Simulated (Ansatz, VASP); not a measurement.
## Cross-check of Sb2Pt (Geversite) between VASP and Ansatz

Wanted: the spread between two codes on one cell, functional and k mesh.

Method: plane waves, with VASP 6.6.1 beside it; single point at PBE, in Ansatz 0.2.0.

## (1) The structure

Symmetry: Pa-3, No. 205, cubic system. Conventional cell: a = 6.546 Å, b = 6.546 Å, c = 6.546 Å, α = 90.00°, β = 90.00°, γ = 90.00°. Nearest to Pt lie 6 Sb at 2.71 Å. Nearest to Sb lie 3 Pt at 2.71 Å and 1 Sb at 2.83 Å. Farther neighbours are not listed.

## (2) VASP: single point, PBE

With cell and atoms fixed, the geometry can't cause a difference; cores, projectors, grids and the points listed under the comparison can.

Lines of VASP's logs that name or quote its potential files are left out, and so is its time.

INCAR reads:

```
SYSTEM = Sb2Pt
PREC = Normal
ENCUT = 300
EDIFF = 1E-05
NELM = 120
ISMEAR = 1
SIGMA = 0.2
LREAL = Auto
ALGO = Fast
GGA = PE
NBANDS = 104
LASPH = .TRUE.
LORBIT = 11
LWAVE = .FALSE.
LCHARG = .FALSE.
KPAR = 2
NCORE = 2
```

POSCAR reads:

```
Sb2Pt
1.0
    0.0000000000      6.5460380674      6.5460380674
    6.5460380674      0.0000000000      6.5460380674
    6.5460380674      6.5460380674      0.0000000000
Pt Sb
8 16
Direct
    0.5000000000      0.0000000000      0.0000000000
    0.0000000000      0.5000000000      0.5000000000
    0.0000000000      0.0000000000      0.5000000000
    0.5000000000      0.5000000000      0.0000000000
    0.0000000000      0.5000000000      0.0000000000
    0.5000000000      0.0000000000      0.5000000000
    0.0000000000      0.0000000000      0.0000000000
    0.5000000000      0.5000000000      0.5000000000
    0.3124385079      0.5626844761      0.8124385080
    0.8124385079      0.0626844761      0.3124385079
    0.5626844761      0.8124385079      0.3124385080
    0.0626844761      0.3124385080      0.8124385079
    0.8124385080      0.3124385080      0.5626844761
    0.3124385080      0.8124385080      0.0626844761
    0.3124385080      0.3124385080      0.3124385079
    0.8124385080      0.8124385080      0.8124385079
    0.1875614921      0.9373155239      0.6875614920
    0.6875614920      0.4373155238      0.1875614920
    0.9373155239      0.6875614920      0.1875614920
    0.4373155239      0.1875614921      0.6875614920
    0.6875614920      0.1875614921      0.9373155238
    0.1875614921      0.6875614921      0.4373155238
    0.1875614921      0.1875614921      0.1875614920
    0.6875614921      0.6875614921      0.6875614920
```

KPOINTS reads:

```
Automatic mesh
0
Gamma
3 3 3
0 0 0
```

Potentials, in the order of the species: Pt and Sb (PBE family, release 64).

Launch:

```sh
> mpirun -np 4 vasp_std
```

Numbers of over 12 decimals in the logs are rounded to 6 here.

Log:

```text
[banner, memory and clock lines left out]
running    4 mpi-ranks, on    1 nodes
 distrk:  each k-point on    2 cores,    2 groups
 distr:  one band on    2 cores,    1 groups

 POSCAR found type information on POSCAR PtSb
 POSCAR found :  2 types and      24 ions
 LDA part: xc-table for (Slater+PW92), standard interpolation
 POSCAR, INCAR and KPOINTS ok, starting setup
 FFT: planning ... GRIDC
 FFT: planning ... GRID_SOFT
 FFT: planning ... GRID
 WAVECAR not read
 entering main loop
       N       E                     dE             d eps       ncg     rms          rms(c)
DAV:   1     0.681655199118E+03    0.68166E+03   -0.44095E+04   832   0.832E+02
DAV:   2    -0.771473494146E+02   -0.75880E+03   -0.71385E+03   960   0.197E+02
DAV:   3    -0.128977416857E+03   -0.51830E+02   -0.50186E+02   984   0.527E+01
DAV:   4    -0.130172853095E+03   -0.11954E+01   -0.11802E+01   984   0.809E+00
DAV:   5    -0.130200609031E+03   -0.27756E-01   -0.27719E-01   952   0.129E+00    0.227E+01
RMM:   6    -0.127569247234E+03    0.26314E+01   -0.18266E+01   832   0.108E+01    0.103E+01
RMM:   7    -0.126662562664E+03    0.90668E+00   -0.22937E+00   844   0.390E+00    0.613E+00
RMM:   8    -0.126509295754E+03    0.15327E+00   -0.46794E-01   879   0.179E+00    0.101E+00
RMM:   9    -0.126493743728E+03    0.15552E-01   -0.11192E-01   917   0.915E-01    0.463E-01
RMM:  10    -0.126496397464E+03   -0.26537E-02   -0.20192E-02   950   0.407E-01    0.227E-01
RMM:  11    -0.126496127600E+03    0.26986E-03   -0.12077E-02   914   0.275E-01    0.937E-02
RMM:  12    -0.126496110181E+03    0.17419E-04   -0.28013E-03   933   0.143E-01    0.570E-02
RMM:  13    -0.126496092502E+03    0.17679E-04   -0.80220E-04   992   0.648E-02    0.102E-02
RMM:  14    -0.126496110924E+03   -0.18422E-04   -0.18749E-04   995   0.309E-02    0.897E-03
RMM:  15    -0.126496113900E+03   -0.29752E-05   -0.25757E-05   645   0.122E-02
   1 F= -.12649611E+03 E0= -.12649325E+03  d E =-.858093E-02
```

From OUTCAR (step 2):

```text
ion  position               nearest neighbor table
   1  0.500  0.000  0.000-  14 2.71  23 2.71  21 2.71  20 2.71  11 2.71  16 2.71
   2  0.000  0.500  0.500-  12 2.71  13 2.71  24 2.71  19 2.71  15 2.71  22 2.71
   3  0.000  0.000  0.500-  16 2.71  22 2.71  17 2.71  13 2.71  23 2.71  10 2.71
   4  0.500  0.500  0.000-  18 2.71  15 2.71  21 2.71  14 2.71   9 2.71  24 2.71
   5  0.000  0.500  0.000-   9 2.71  19 2.71  23 2.71  12 2.71  16 2.71  18 2.71
   6  0.500  0.000  0.500-  10 2.71  17 2.71  24 2.71  11 2.71  20 2.71  15 2.71
   7  0.000  0.000  0.000-  10 2.71  12 2.71  14 2.71  17 2.71  19 2.71  21 2.71
   8  0.500  0.500  0.500-  11 2.71  20 2.71  22 2.71   9 2.71  13 2.71  18 2.71
   9  0.312  0.563  0.812-   5 2.71   4 2.71   8 2.71  17 2.83  23 3.66  19 3.66  20 3.66  21 3.66
                            22 3.66  24 3.66
  10  0.812  0.063  0.312-   6 2.71   7 2.71   3 2.71  18 2.83  24 3.66  21 3.66  19 3.66  20 3.66
                            22 3.66  23 3.66
  11  0.563  0.812  0.312-   8 2.71   6 2.71   1 2.71  19 2.83  22 3.66  17 3.66  23 3.66  24 3.66
                            18 3.66  21 3.66
  12  0.063  0.312  0.812-   2 2.71   5 2.71   7 2.71  20 2.83  24 3.66  17 3.66  18 3.66  21 3.66
                            22 3.66  23 3.66
  13  0.812  0.312  0.563-   2 2.71   3 2.71   8 2.71  21 2.83  19 3.66  20 3.66  17 3.66  23 3.66
                            24 3.66  18 3.66
  14  0.312  0.812  0.063-   1 2.71   4 2.71   7 2.71  22 2.83  18 3.66  20 3.66  17 3.66  23 3.66
                            24 3.66  19 3.66
  15  0.312  0.312  0.312-   4 2.71   2 2.71   6 2.71  23 2.83  18 3.66  21 3.66  19 3.66  17 3.66
                            20 3.66  22 3.66
  16  0.812  0.812  0.812-   3 2.71   1 2.71   5 2.71  24 2.83  19 3.66  21 3.66  22 3.66  20 3.66
                            17 3.66  18 3.66
  17  0.188  0.937  0.688-   6 2.71   3 2.71   7 2.71   9 2.83  11 3.66  12 3.66  13 3.66  14 3.66
                            15 3.66  16 3.66
  18  0.688  0.437  0.188-   4 2.71   8 2.71   5 2.71  10 2.83  15 3.66  14 3.66  12 3.66  11 3.66
                            16 3.66  13 3.66
  19  0.937  0.688  0.188-   5 2.71   2 2.71   7 2.71  11 2.83   9 3.66  13 3.66  10 3.66  15 3.66
                            16 3.66  14 3.66
  20  0.437  0.188  0.688-   8 2.71   6 2.71   1 2.71  12 2.83   9 3.66  10 3.66  13 3.66  14 3.66
                            15 3.66  16 3.66
  21  0.688  0.188  0.937-   4 2.71   1 2.71   7 2.71  13 2.83   9 3.66  10 3.66  15 3.66  16 3.66
                            12 3.66  11 3.66
  22  0.188  0.688  0.437-   3 2.71   8 2.71   2 2.71  14 2.83  11 3.66   9 3.66  16 3.66  15 3.66
                            12 3.66  10 3.66
  23  0.188  0.188  0.188-   1 2.71   5 2.71   3 2.71  15 2.83   9 3.66  13 3.66  14 3.66  11 3.66
                            12 3.66  10 3.66
  24  0.688  0.688  0.688-   2 2.71   6 2.71   4 2.71  16 2.83  10 3.66  12 3.66  13 3.66  14 3.66
                            11 3.66   9 3.66

  LATTYP: Found a face centered cubic cell.
 ALAT       =    13.0920761348

 Subroutine GETGRP returns: Found 24 space group operations
 (whereof  6 operations were pure point group operations)

The static configuration has the point symmetry S_6 .
 The point group associated with its full space group is T_h .

 Found      4 irreducible k-points:

   k-points           NKPTS =      4   k-points in BZ     NKDIM =      4   number of bands    NBANDS=    104

   dimension x,y,z NGX =    40 NGY =   40 NGZ =   40
   dimension x,y,z NGXF=    80 NGYF=   80 NGZF=   80

   ENCUT  =  300.0 eV  22.05 Ry    4.70 a.u.  13.07 13.07 13.07*2*pi/ulx,y,z

   NELECT =     160.0000    total number of electrons

 k-points in reciprocal lattice and weights: Automatic mesh
   0.00000000  0.00000000  0.00000000       0.037
   0.33333333  0.00000000  0.00000000       0.296
   0.33333333  0.33333333  0.00000000       0.222
  -0.33333333  0.33333333  0.00000000       0.444

 average (electrostatic) potential at core
       1 -65.8332       2 -65.8332       3 -65.8332       4 -65.8332       5 -65.8332
       6 -65.8332       7 -65.8332       8 -65.8332       9 -84.2184      10 -84.2184
      11 -84.2184      12 -84.2184      13 -84.2184      14 -84.2184      15 -84.2184
      16 -84.2184      17 -84.2184      18 -84.2184      19 -84.2184      20 -84.2184
      21 -84.2184      22 -84.2184      23 -84.2184      24 -84.2184

 E-fermi :   8.6822

 k-point     1 :       0.0000    0.0000    0.0000
  band No.  band energies     occupation
    ...
     83       8.4884      2.04319
     84       8.4884      2.04319
     85       8.6199      1.50004
     86       8.6199      1.50003
     87       8.6199      1.50003
     88       9.6498     -0.00000
     89      11.1657     -0.00000
     90      11.1657     -0.00000
     91      11.1657     -0.00000
     92      11.1657     -0.00000
    ...

 k-point     2 :       0.3333    0.0000    0.0000
  band No.  band energies     occupation
    ...
     76       7.9802      2.00001
     77       8.0206      2.00003
     78       8.0206      2.00003
     79       8.1365      2.00079
     80       8.1365      2.00079
     81       8.9626     -0.06339
     82       9.0717     -0.01888
     83       9.2786     -0.00021
     84       9.2786     -0.00021
     85       9.9114     -0.00000
    ...

 k-point     3 :       0.3333    0.3333    0.0000
  band No.  band energies     occupation
    ...
     76       7.9406      2.00000
     77       7.9406      2.00000
     78       7.9406      2.00000
     79       7.9406      2.00000
     80       8.3995      2.06254
     81       9.0637     -0.02130
     82       9.1028     -0.01130
     83       9.2677     -0.00028
     84       9.7372     -0.00000
     85       9.7372     -0.00000
    ...

  Total        0.4464951      0.4464951      0.4464951      0.0000000      0.0000000      0.0000000
  in kB        1.2751514      1.2751514      1.2751514      0.0000000      0.0000000      0.0000000
  external PRESSURE =       1.2751514 kB  Pullay stress =       0.0000000 kB

  energy-cutoff  :      300.00
  volume of cell :      561.00
      direct lattice vectors                 reciprocal lattice vectors
     0.000000000  6.546038067  6.546038067    -0.076382079  0.076382079  0.076382079
     6.546038067  0.000000000  6.546038067     0.076382079 -0.076382079  0.076382079
     6.546038067  6.546038067  0.000000000     0.076382079  0.076382079 -0.076382079

 POSITION                                       TOTAL-FORCE (eV/Angst)
 -----------------------------------------------------------------------------------
      0.00000      3.27302      3.27302        -0.000000     -0.000000     -0.000000
      6.54604      3.27302      3.27302        -0.000000     -0.000000     -0.000000
      3.27302      3.27302      0.00000        -0.000000     -0.000000     -0.000000
      3.27302      3.27302      6.54604         0.000000     -0.000000     -0.000000
      3.27302      0.00000      3.27302         0.000000     -0.000000     -0.000000
      3.27302      6.54604      3.27302         0.000000     -0.000000     -0.000000
      0.00000      0.00000      0.00000        -0.000000     -0.000000     -0.000000
      6.54604      6.54604      6.54604         0.000000     -0.000000     -0.000000
      9.00161      7.36349      5.72859        -0.039756      0.039756     -0.039756
      2.45557      7.36349      5.72859        -0.039756      0.039756     -0.039756
      7.36349      5.72859      9.00161         0.039756     -0.039756     -0.039756
      7.36349      5.72859      2.45557         0.039756     -0.039756     -0.039756
      5.72859      9.00161      7.36349        -0.039756     -0.039756      0.039756
      5.72859      2.45557      7.36349        -0.039756     -0.039756      0.039756
      4.09047      4.09047      4.09047         0.039756      0.039756      0.039756
     10.63651     10.63651     10.63651         0.039756      0.039756      0.039756
     10.63651      5.72859      7.36349         0.039756     -0.039756      0.039756
      4.09047      5.72859      7.36349         0.039756     -0.039756      0.039756
      5.72859      7.36349     10.63651        -0.039756      0.039756      0.039756
      5.72859      7.36349      4.09047        -0.039756      0.039756      0.039756
      7.36349     10.63651      5.72859         0.039756      0.039756     -0.039756
      7.36349      4.09047      5.72859         0.039756      0.039756     -0.039756
      2.45557      2.45557      2.45557        -0.039756     -0.039756     -0.039756
      9.00161      9.00161      9.00161        -0.039756     -0.039756     -0.039756
 -----------------------------------------------------------------------------------
    total drift:                                0.000000      0.000000     -0.000000

  FREE ENERGIE OF THE ION-ELECTRON SYSTEM (eV)
  ---------------------------------------------------
  free  energy   TOTEN  =      -126.4961138996 eV

  energy  without entropy=     -126.4875329661  energy(sigma->0) =     -126.49325359

 total charge
# of ion       s       p       d       tot
------------------------------------------
    1        0.679   0.637   8.059   9.374
    2        0.679   0.637   8.059   9.374
    3        0.679   0.637   8.059   9.374
    4        0.679   0.637   8.059   9.374
    5        0.679   0.637   8.059   9.374
    6        0.679   0.637   8.059   9.374
    7        0.679   0.637   8.059   9.374
    8        0.679   0.637   8.059   9.374
    9        1.154   1.188   0.057   2.399
   10        1.154   1.188   0.057   2.399
   11        1.154   1.188   0.057   2.399
   12        1.154   1.188   0.057   2.399
   13        1.154   1.188   0.057   2.399
   14        1.154   1.188   0.057   2.399
   15        1.154   1.188   0.057   2.399
   16        1.154   1.188   0.057   2.399
   17        1.154   1.188   0.057   2.399
   18        1.154   1.188   0.057   2.399
   19        1.154   1.188   0.057   2.399
   20        1.154   1.188   0.057   2.399
   21        1.154   1.188   0.057   2.399
   22        1.154   1.188   0.057   2.399
   23        1.154   1.188   0.057   2.399
   24        1.154   1.188   0.057   2.399
--------------------------------------------------
tot         23.898  24.097  65.381 113.376

[... 1 further part left out ...]
```

The k-mesh is coarse for a metal.

The run ends at a pressure of 0.13 GPa, with forces up to 0.069 eV/Å.

[end of part 1 of 2]

[Lines on the potential files, build, host, timing and source positions are cut from VASP's logs without a mark.]

[Logs are printed without paths, hosts, clocks, repeated set-up lines and the standing remarks that a program may print on its own settings, such as how far it seeks lower states.]

[Hosts, paths, dates, database ids (printed as entryN), source tags and the programs' standing remarks are cut or masked in the printed files.]
